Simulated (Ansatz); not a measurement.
Relaxed (100) slab cut from ScAl₂ (space group Fd-3m (No. 227)); the slab's formula is Sc3Al7, its outer planes Al (top) and Al (bottom):

```xyz
20
Lattice="5.3424 0.0000 0.0000 0.0000 5.3424 0.0000 0.0000 0.0000 26.3330" Properties=species:S:1:pos:R:3 pbc="T T T"
Al    4.0405    0.0000    7.4795
Al    1.3019    0.0000    7.4795
Sc    0.0000    2.6712    8.4945
Al    2.6712    4.0223    9.3727
Al    2.6712    1.3202    9.3727
Sc    0.0000    0.0000   10.3023
Al    1.3414    2.6712   11.2749
Al    4.0010    2.6712   11.2749
Sc    2.6712    0.0000   12.2465
Al    0.0000    1.3356   13.1665
Al    0.0000    4.0068   13.1665
Sc    2.6712    2.6712   14.0865
Al    4.0010    0.0000   15.0581
Al    1.3414    0.0000   15.0581
Sc    0.0000    2.6712   16.0306
Al    2.6712    3.9914   16.9602
Al    2.6712    1.3511   16.9602
Sc    0.0000    0.0000   17.8385
Al    1.3019    2.6712   18.8534
Al    4.0405    2.6712   18.8534
```

All numbers below come from DFT r2SCAN, scalar-relativistic, plane waves, PAW in Ansatz. Settings: cutoff 500 eV, Γ-centred mesh 7×7×1 on the computed 20-atom cell, Gaussian smearing of 0.10 eV; no spin polarisation. A dipole correction removes the field between periodic images along c.

The potential is the smooth part; its values at the atoms depend on the PAW datasets.

Q: How does the plane-averaged electrostatic potential energy of an electron run along c, counted from the Fermi level?

A:
```tsv
z (Å)	V (eV)
2.63	4.34
2.90	4.34
3.16	4.34
3.42	4.34
3.69	4.34
3.95	4.34
4.21	4.33
4.48	4.32
4.74	4.30
5.00	4.27
5.27	4.20
5.53	4.07
5.79	3.82
6.06	3.37
6.32	2.58
6.58	1.17
6.85	-0.82
7.11	-2.15
7.37	-2.87
7.64	-3.69
7.90	-4.72
8.16	-5.42
8.43	-5.67
8.69	-6.14
8.95	-5.80
9.22	-4.99
9.48	-4.83
9.74	-5.39
10.01	-5.92
10.27	-5.69
10.53	-5.67
10.80	-5.34
11.06	-4.60
11.32	-4.38
11.59	-4.87
11.85	-5.58
12.11	-5.68
12.38	-5.86
12.64	-5.83
12.90	-5.08
13.17	-4.71
13.43	-5.08
13.69	-5.83
13.96	-5.86
14.22	-5.68
14.48	-5.58
14.75	-4.87
15.01	-4.38
15.27	-4.60
15.54	-5.34
15.80	-5.67
16.06	-5.69
16.33	-5.92
16.59	-5.39
16.85	-4.83
17.12	-4.99
17.38	-5.80
17.64	-6.14
17.91	-5.67
18.17	-5.42
18.43	-4.72
18.70	-3.69
18.96	-2.87
19.22	-2.15
19.49	-0.82
19.75	1.17
20.01	2.58
20.28	3.37
20.54	3.82
20.80	4.07
21.07	4.20
21.33	4.27
21.59	4.30
21.86	4.32
22.12	4.33
22.38	4.34
22.65	4.34
22.91	4.34
23.17	4.34
23.44	4.34
23.70	4.34
```

The vacuum level lies 4.34 eV above the Fermi level.

Cost: 1 run of about 21 core-minutes, on Intel Xeon Processor @ 2.70GHz (shared hosts).